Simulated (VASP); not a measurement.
# KCl (Sylvite) (Fm-3m) in VASP: further runs

The runs below take KCl (Sylvite) through band structure, with LDA, PBE.

All numbers are computed with VASP 6.6.1; they aren't measurements. Logs are shortened: lines on timing, memory, paths and dates and some standing lists are left out, and cuts for length are marked.

**What was measured.**

From a printed reference work, monograph, for a bulk crystal of KCl: band gap 8.68 eV.

The results are compared with them further down.

## Step 1: The crystal as given

The structure is cubic, space group Fm-3m (No. 225). Conventional cell: a = 6.293 Å, b = 6.293 Å, c = 6.293 Å, α = 90.00°, β = 90.00°, γ = 90.00°. K (site symmetry m-3m) is surrounded by 6 Cl at 3.15 Å. Cl (site symmetry m-3m) has 6 K at 3.15 Å as nearest neighbours.

## Step 2: Band structure, LDA

INCAR reads:

```
SYSTEM = KCl
PREC = Accurate
ENCUT = 520
EDIFF = 1E-6
ISMEAR = 0
SIGMA = 0.02
LREAL = .False.
LASPH = .True.
NELM = 60
ALGO = Fast
ISIF = 2
LWAVE = .False.
LCHARG = .False.
NBANDS = 15
```

KPOINTS reads:

```
Automatic mesh
0
Gamma
  8 8 8
  0 0 0
```

POSCAR reads:

```
KCl
1.0
    0.0000000000      3.1464700000      3.1464700000
    3.1464700000      0.0000000000      3.1464700000
    3.1464700000      3.1464700000      0.0000000000
K Cl
1 1
Direct
    0.0000000000      0.0000000000      0.0000000000
    0.5000000000      0.5000000000      0.5000000000
```

KPOINTS_OPT reads:

```
path GXWKGLUWLK,UX
10
line-mode
reciprocal
 0.0000000000  0.0000000000  0.0000000000  G
 0.5000000000  0.0000000000  0.5000000000  X

 0.5000000000  0.0000000000  0.5000000000  X
 0.5000000000  0.2500000000  0.7500000000  W

 0.5000000000  0.2500000000  0.7500000000  W
 0.3750000000  0.3750000000  0.7500000000  K

 0.3750000000  0.3750000000  0.7500000000  K
 0.0000000000  0.0000000000  0.0000000000  G

 0.0000000000  0.0000000000  0.0000000000  G
 0.5000000000  0.5000000000  0.5000000000  L

 0.5000000000  0.5000000000  0.5000000000  L
 0.6250000000  0.2500000000  0.6250000000  U

 0.6250000000  0.2500000000  0.6250000000  U
 0.5000000000  0.2500000000  0.7500000000  W

 0.5000000000  0.2500000000  0.7500000000  W
 0.5000000000  0.5000000000  0.5000000000  L

 0.5000000000  0.5000000000  0.5000000000  L
 0.3750000000  0.3750000000  0.7500000000  K

 0.6250000000  0.2500000000  0.6250000000  U
 0.5000000000  0.0000000000  0.5000000000  X
```

Potentials or basis: VASP PAW LDA potentials, release 64 (K_sv, Cl).

The run is started by

```
> cat potpaw_LDA.64/K_sv/POTCAR potpaw_LDA.64/Cl/POTCAR > POTCAR
> mpirun -np 1 vasp_std > vasp.out
```

OUTCAR:

```text
SYSTEM = KCl
   PREC = Accurate
   ENCUT = 520
   EDIFF = 1E-6
   ISMEAR = 0
   LREAL = .False.
   LASPH = .True.
   NELM = 60
   ISIF = 2

 ion  position               nearest neighbor table
   1  0.000  0.000  0.000-   2 3.15   2 3.15   2 3.15   2 3.15   2 3.15   2 3.15
   2  0.500  0.500  0.500-   1 3.15   1 3.15   1 3.15   1 3.15   1 3.15   1 3.15

  LATTYP: Found a face centered cubic cell.
 ALAT       =     6.2929400000

  Lattice vectors:

 A1 = (   0.0000000000,   3.1464700000,   3.1464700000)
 A2 = (   3.1464700000,   0.0000000000,   3.1464700000)
 A3 = (   3.1464700000,   3.1464700000,   0.0000000000)

Analysis of symmetry for initial positions (statically):
=====================================================================
 Subroutine PRICEL returns:
 Original cell was already a primitive cell.

 Routine SETGRP: Setting up the symmetry group for a
 face centered cubic supercell.

 Subroutine GETGRP returns: Found 48 space group operations
 (whereof 48 operations were pure point group operations)
 out of a pool of 48 trial point group operations.

The static configuration has the point symmetry O_h .

Analysis of symmetry for dynamics (positions and initial velocities):
=====================================================================
 Subroutine PRICEL returns:
 Original cell was already a primitive cell.

 Routine SETGRP: Setting up the symmetry group for a
 face centered cubic supercell.

 Subroutine GETGRP returns: Found 48 space group operations
 (whereof 48 operations were pure point group operations)
 out of a pool of 48 trial point group operations.

The dynamic configuration has the point symmetry O_h .

 Subroutine INISYM returns: Found 48 space group operations
 (whereof 48 operations are pure point group operations),
 and found     1 'primitive' translations

----------------------------------------------------------------------------------------

                                     Primitive cell

  volume of cell :      62.3018

  direct lattice vectors                    reciprocal lattice vectors
     0.000000000  3.146470000  3.146470000    -0.158908237  0.158908237  0.158908237
     3.146470000  0.000000000  3.146470000     0.158908237 -0.158908237  0.158908237
     3.146470000  3.146470000  0.000000000     0.158908237  0.158908237 -0.158908237

  length of vectors
     4.449780548  4.449780548  4.449780548     0.275237140  0.275237140  0.275237140

  position of ions in fractional coordinates (direct lattice)
     0.000000000  0.000000000  0.000000000
     0.500000000  0.500000000  0.500000000

  ion indices of the primitive-cell ions
   primitive index   ion index
                 1           1
                 2           2

----------------------------------------------------------------------------------------

 KPOINTS: Automatic mesh

Automatic generation of k-mesh.
 Grid dimensions read from file:
 generate k-points for:    8    8    8

 Generating k-lattice:

  Cartesian coordinates                     Fractional coordinates (reciprocal lattice)
    -0.019863530  0.019863530  0.019863530     0.125000000  0.000000000  0.000000000
     0.019863530 -0.019863530  0.019863530     0.000000000  0.125000000  0.000000000
     0.019863530  0.019863530 -0.019863530     0.000000000  0.000000000  0.125000000

  Length of vectors
     0.034404642  0.034404642  0.034404642

  Shift w.r.t. Gamma in fractional coordinates (k-lattice)
     0.000000000  0.000000000  0.000000000

 Subroutine IBZKPT returns following result:
 ===========================================

 Found     29 irreducible k-points:

 Following reciprocal coordinates:
            Coordinates               Weight
  0.000000  0.000000  0.000000      1.000000
  0.125000  0.000000  0.000000      8.000000
  0.250000  0.000000  0.000000      8.000000
  0.375000  0.000000  0.000000      8.000000
  0.500000  0.000000  0.000000      4.000000
  0.125000  0.125000  0.000000      6.000000
[... 16 lines left out ...]
  0.500000  0.250000  0.125000     48.000000
 -0.375000  0.250000  0.125000     24.000000
 [... further k-points ...]
   k-points           NKPTS =     29   k-points in BZ     NKDIM =     29   number of bands    NBANDS=     15
   number of dos      NEDOS =    301   number of ions     NIONS =      2
   total plane-waves  NPLWV =  46656
   dimension x,y,z NGX =    36 NGY =   36 NGZ =   36
   dimension x,y,z NGXF=    72 NGYF=   72 NGZF=   72
   ions per type =               1   1
   NGX,Y,Z   is equivalent  to a cutoff of  13.45, 13.45, 13.45 a.u.
   NGXF,Y,Z  is equivalent  to a cutoff of  26.90, 26.90, 26.90 a.u.
 SYSTEM =  KCl
   PREC   = accura    normal or accurate (medium, high low for compatibility)
   ISTART =      0    job   : 0-new  1-cont  2-samecut
   ICHARG =      2    charge: 1-file 2-atom 10-const
   ISPIN  =      1    spin polarized calculation?
   LNONCOLLINEAR =      F non collinear calculations
   LSORBIT =      F    spin-orbit coupling
   LASPH  =      T    aspherical Exc in radial PAW
   ENCUT  =  520.0 eV  38.22 Ry    6.18 a.u.   8.27  8.27  8.27*2*pi/ulx,y,z
   NELM   =     60;   NELMIN=  2; NELMDL= -5     # of ELM steps
   EDIFF  = 0.1E-05   stopping-criterion for ELM
   LREAL  =      F    real-space projection
   EDIFFG = 0.1E-04   stopping-criterion for IOM
   NSW    =      0    number of steps for IOM
   IBRION =     -1    ionic relax: 0-MD 1-quasi-New 2-CG
   NFREE  =      0    steps in history (QN), initial steepest desc. (CG)
   ISIF   =      2    stress and relaxation
   ISYM   =      2    0-nonsym 1-usesym 2-fastsym
   POTIM  = 0.5000    time-step for ionic-motion
   TEBEG  =    0.0;   TEEND  =   0.0 temperature during run
   PSTRESS=    0.0 pullay stress
   NELECT =      16.0000    total number of electrons
   NUPDOWN=      -1.0000    fix difference up-down
   EMIN   =  10.00;   EMAX   =-10.00  energy-range for DOS
   EFERMI =   0.00;   METHOD = LEGACY
   ISMEAR =     0;   SIGMA  =   0.02  broadening in eV -4-tet -1-fermi 0-gaus
   EFERMI_NEDOS =   21; number of points for ismear=-14 and -15
   IALGO  =     68    algorithm
   IMIX   =      4    mixing-type and parameters
     AMIX     =   0.40;   BMIX     =  1.00
     AMIX_MAG =   1.60;   BMIX_MAG =  1.00
  volume/ion in A,a.u.               =      31.15       210.22
  Fermi-wavevector in a.u.,A,eV,Ry     =   1.040594  1.966437 14.732871  1.082835
  Thomas-Fermi vector in A             =   2.175177
   LORBIT       =      0    0 simple, 1 ext, 2 COOP (PROOUT), +10 PAW based schemes
   GGA     = CA    functional components
   LHFCALC =     F    Hartree Fock is set to
   AEXX    =    0.0000 exact exchange contribution
   IVDW    =     0    specifies the selected vdW correction
   LEPSILON=     F    determine dielectric tensor
   LRPA    =     F    only Hartree local field effects (RPA)
 non-spin polarized calculation
 RMM-DIIS sequential band-by-band and
 Gauss-broadening in eV      SIGMA  =   0.02
  energy-cutoff  :      520.00
  volume of cell :       62.30
 maximum number of plane-waves:      1700
 NGX is ok and might be reduce to    36
   NGX = 17   NGY = 17   NGZ = 17

 number of electron      15.9999999 magnetization

 Free energy of the ion-electron system (eV)
  ---------------------------------------------------
  ext. energy  EPLUGINS =         0.00000000
  ---------------------------------------------------
  free energy    TOTEN  =        -7.36979013 eV

  energy without entropy =       -7.36979013  energy(sigma->0) =       -7.36979013

 E-fermi :  -1.9902     XC(G=0):  -8.1104

 val. band max:       -2.0828845295   @ k =   0.0000   0.0000   0.0000
 cond. band min:       2.6642824066   @ k =   0.0000   0.0000   0.0000
 fundamental gap:      4.7471669361
 Fermi energy:        -1.9901647591

 k-point     1 :       0.0000    0.0000    0.0000
  band No.  band energies     occupation
      1     -28.9151      2.00000
      2     -14.1089      2.00000
      3     -12.6130      2.00000
      4     -12.6130      2.00000
      5     -12.6130      2.00000
      6      -2.0829      2.00000
      7      -2.0829      2.00000
      8      -2.0829      2.00000
      9       2.6643      0.00000
     10       6.0019      0.00000
     11       6.0019      0.00000
     12       6.0019      0.00000
     13       6.9351      0.00000
     14       6.9351      0.00000
     15      10.3893      0.00000

 k-point     2 :       0.1250    0.0000    0.0000
  band No.  band energies     occupation
      1     -28.9133      2.00000
      2     -14.1408      2.00000
      3     -12.6145      2.00000
      4     -12.6145      2.00000
      5     -12.5731      2.00000
      6      -2.2921      2.00000
      7      -2.1370      2.00000
      8      -2.1370      2.00000
      9       3.0530      0.00000
     10       5.8665      0.00000
     11       6.2006      0.00000
     12       6.2006      0.00000
     13       7.1504      0.00000
     14       7.1504      0.00000
     15      11.0071      0.00000

 k-point     3 :       0.2500    0.0000    0.0000
  band No.  band energies     occupation
      1     -28.9091      2.00000
      2     -14.2121      2.00000
      3     -12.6182      2.00000
      4     -12.6182      2.00000
      5     -12.4822      2.00000
      6      -2.7201      2.00000
      7      -2.2623      2.00000
      8      -2.2623      2.00000
      9       3.9534      0.00000
     10       5.7486      0.00000
     11       6.7649      0.00000
     12       6.7649      0.00000
     13       7.7409      0.00000
     14       7.7409      0.00000
     15      11.2849      0.00000
[... 343 lines left out ...]
 k-point    23 :       0.5000    0.2500    0.1250
  band No.  band energies     occupation
      1     -28.9028      2.00000
      2     -14.2059      2.00000
      3     -12.6709      2.00000
      4     -12.6390      2.00000
      5     -12.4669      2.00000
      6      -2.9518      2.00000
      7      -2.4466      2.00000
      8      -2.3955      2.00000
      9       5.1666      0.00000
     10       5.5150      0.00000
     11       7.6554      0.00000
     12       7.9200      0.00000
     13       8.3113      0.00000
     14       8.7938      0.00000
     15       9.5867      0.00000

 k-point    24 :      -0.3750    0.2500    0.1250
  band No.  band energies     occupation
      1     -28.9014      2.00000
      2     -14.2101      2.00000
      3     -12.6731      2.00000
      4     -12.6492      2.00000
      5     -12.4579      2.00000
      6      -2.9849      2.00000
      7      -2.5113      2.00000
      8      -2.4348      2.00000
      9       5.3899      0.00000
     10       5.9133      0.00000
     11       7.6650      0.00000
     12       7.7985      0.00000
     13       8.6061      0.00000
     14       9.5071      0.00000
     15       9.6845      0.00000

 [... further k-points ...]

------------------------ aborting loop because EDIFF is reached ----------------------------------------

  FORCE on cell =-STRESS in cart. coord.  units (eV):
  Direction    XX          YY          ZZ          XY          YZ          ZX
  --------------------------------------------------------------------------------------
  -------------------------------------------------------------------------------------
  Total       -0.7478701     -0.7478701     -0.7478701      0.0000000      0.0000000     -0.0000000
  in kB      -19.2325101    -19.2325101    -19.2325101      0.0000000      0.0000000     -0.0000000
  external PRESSURE =     -19.2325101 kB  Pullay stress =       0.0000000 kB

 VOLUME and BASIS-vectors are now :
 -----------------------------------------------------------------------------
  energy-cutoff  :      520.00
  volume of cell :       62.30
      direct lattice vectors                 reciprocal lattice vectors
     0.000000000  3.146470000  3.146470000    -0.158908237  0.158908237  0.158908237
     3.146470000  0.000000000  3.146470000     0.158908237 -0.158908237  0.158908237
     3.146470000  3.146470000  0.000000000     0.158908237  0.158908237 -0.158908237

 POSITION                                       TOTAL-FORCE (eV/Angst)
 -----------------------------------------------------------------------------------
      0.00000      0.00000      0.00000         0.000000      0.000000      0.000000
      3.14647      3.14647      3.14647        -0.000000     -0.000000     -0.000000
 -----------------------------------------------------------------------------------
    total drift:                                0.000000      0.000000      0.000000

  FREE ENERGIE OF THE ION-ELECTRON SYSTEM (eV)
  ---------------------------------------------------
  free  energy   TOTEN  =        -7.3697901321 eV

  energy  without entropy=       -7.3697901321  energy(sigma->0) =       -7.36979013
```

Wall time 46 s (1 thread of Intel Xeon 6975P-C (Granite Rapids), shared host); peak memory 0.19 GiB.

What came out:

```
Free energy             : -7.3698 eV
Pressure                : -1.9 GPa
Band gap on the k mesh  : 4.75 eV, direct
Band gap along the path : 4.75 eV, direct
```

Levels at the corners of the path, in eV from the valence-band top:
| point | band 5 | band 6 | band 7 | band 8 | band 9 | band 10 | band 11 | band 12 |
| --- | --- | --- | --- | --- | --- | --- | --- | --- |
| Γ | -10.53 | 0.00 | 0.00 | 0.00 | 4.75 | 8.09 | 8.09 | 8.09 |
| X | -10.59 | -0.70 | -0.24 | -0.24 | 6.17 | 7.97 | 9.65 | 10.05 |
| X | -10.59 | -0.70 | -0.24 | -0.24 | 6.17 | 7.97 | 9.65 | 10.05 |
| W | -10.44 | -0.52 | -0.50 | -0.50 | 7.69 | 7.69 | 9.13 | 9.58 |
| W | -10.44 | -0.52 | -0.50 | -0.50 | 7.69 | 7.69 | 9.13 | 9.58 |
| K | -10.47 | -0.60 | -0.59 | -0.31 | 6.92 | 8.71 | 8.95 | 9.82 |
| K | -10.47 | -0.60 | -0.59 | -0.31 | 6.92 | 8.71 | 8.95 | 9.82 |
| Γ | -10.53 | 0.00 | 0.00 | 0.00 | 4.75 | 8.09 | 8.09 | 8.09 |
| Γ | -10.53 | 0.00 | 0.00 | 0.00 | 4.75 | 8.09 | 8.09 | 8.09 |
| L | -10.28 | -1.13 | -0.35 | -0.35 | 7.19 | 8.25 | 10.28 | 10.28 |
| L | -10.28 | -1.13 | -0.35 | -0.35 | 7.19 | 8.25 | 10.28 | 10.28 |
| U | -10.47 | -0.60 | -0.59 | -0.31 | 6.92 | 8.71 | 8.95 | 9.82 |
| U | -10.47 | -0.60 | -0.59 | -0.31 | 6.92 | 8.71 | 8.95 | 9.82 |
| W | -10.44 | -0.52 | -0.50 | -0.50 | 7.69 | 7.69 | 9.13 | 9.58 |
| W | -10.44 | -0.52 | -0.50 | -0.50 | 7.69 | 7.69 | 9.13 | 9.58 |
| L | -10.28 | -1.13 | -0.35 | -0.35 | 7.19 | 8.25 | 10.28 | 10.28 |
| L | -10.28 | -1.13 | -0.35 | -0.35 | 7.19 | 8.25 | 10.28 | 10.28 |
| K | -10.47 | -0.60 | -0.59 | -0.31 | 6.92 | 8.71 | 8.95 | 9.82 |
| U | -10.47 | -0.60 | -0.59 | -0.31 | 6.92 | 8.71 | 8.95 | 9.82 |
| X | -10.59 | -0.70 | -0.24 | -0.24 | 6.17 | 7.97 | 9.65 | 10.05 |

## Step 3: Band structure, PBE

Changes to INCAR since step 2:

```diff
@@ -13,2 +13,3 @@
 LCHARG = .False.
+GGA = PE
 NBANDS = 15
```

KPOINTS is that of step 2.

POSCAR is that of step 2.

KPOINTS_OPT is that of step 2.

Potentials or basis: VASP PAW PBE potentials, release 64 (K_sv, Cl).

The run is started by

```
> cat potpaw_PBE.64/K_sv/POTCAR potpaw_PBE.64/Cl/POTCAR > POTCAR
> mpirun -np 1 vasp_std > vasp.out
```

Run time: 50 s. Hardware: 1 thread of Intel Xeon 6975P-C (Granite Rapids), shared host; peak memory 0.22 GiB.

Results (log left out):

```yaml
Free_energy: -6.8039 eV
Pressure: 0.8 GPa
Band_gap_on_the_k_mesh: 5.19 eV, direct
Band_gap_along_the_path: 5.19 eV, direct
```

Levels at the corners of the path, in eV from the valence-band top:
```csv
point,band 5,band 6,band 7,band 8,band 9,band 10,band 11,band 12
Γ,-10.66,0.00,0.00,0.00,5.19,8.38,8.38,8.38
X,-10.71,-0.66,-0.22,-0.22,6.53,8.35,10.07,10.24
X,-10.71,-0.66,-0.22,-0.22,6.53,8.35,10.07,10.24
W,-10.57,-0.49,-0.47,-0.47,8.04,8.04,9.47,9.87
W,-10.57,-0.49,-0.47,-0.47,8.04,8.04,9.47,9.87
K,-10.60,-0.56,-0.55,-0.29,7.28,9.08,9.32,10.10
K,-10.60,-0.56,-0.55,-0.29,7.28,9.08,9.32,10.10
Γ,-10.66,0.00,0.00,0.00,5.19,8.38,8.38,8.38
Γ,-10.66,0.00,0.00,0.00,5.19,8.38,8.38,8.38
L,-10.42,-1.05,-0.32,-0.32,7.59,8.60,10.53,10.53
L,-10.42,-1.05,-0.32,-0.32,7.59,8.60,10.53,10.53
U,-10.60,-0.56,-0.55,-0.29,7.28,9.08,9.32,10.10
U,-10.60,-0.56,-0.55,-0.29,7.28,9.08,9.32,10.10
W,-10.57,-0.49,-0.47,-0.47,8.04,8.04,9.47,9.87
W,-10.57,-0.49,-0.47,-0.47,8.04,8.04,9.47,9.87
L,-10.42,-1.05,-0.32,-0.32,7.59,8.60,10.53,10.53
L,-10.42,-1.05,-0.32,-0.32,7.59,8.60,10.53,10.53
K,-10.60,-0.56,-0.55,-0.29,7.28,9.08,9.32,10.10
U,-10.60,-0.56,-0.55,-0.29,7.28,9.08,9.32,10.10
X,-10.71,-0.66,-0.22,-0.22,6.53,8.35,10.07,10.24
```

## Step 4: Comparison with measurements

Step 2. Measured gap of KCl: 8.68 eV (a printed reference work, monograph). This calculation gives 4.75 eV (-3.93 eV). The value is that of LDA, without temperature or zero-point motion. Semilocal functionals fall short of measured gaps as a rule.

Step 3. Measured gap of KCl: 8.68 eV (a printed reference work, monograph). This calculation gives 5.19 eV (-3.49 eV). The value is that of PBE, without temperature or zero-point motion. Semilocal functionals fall short of measured gaps as a rule.
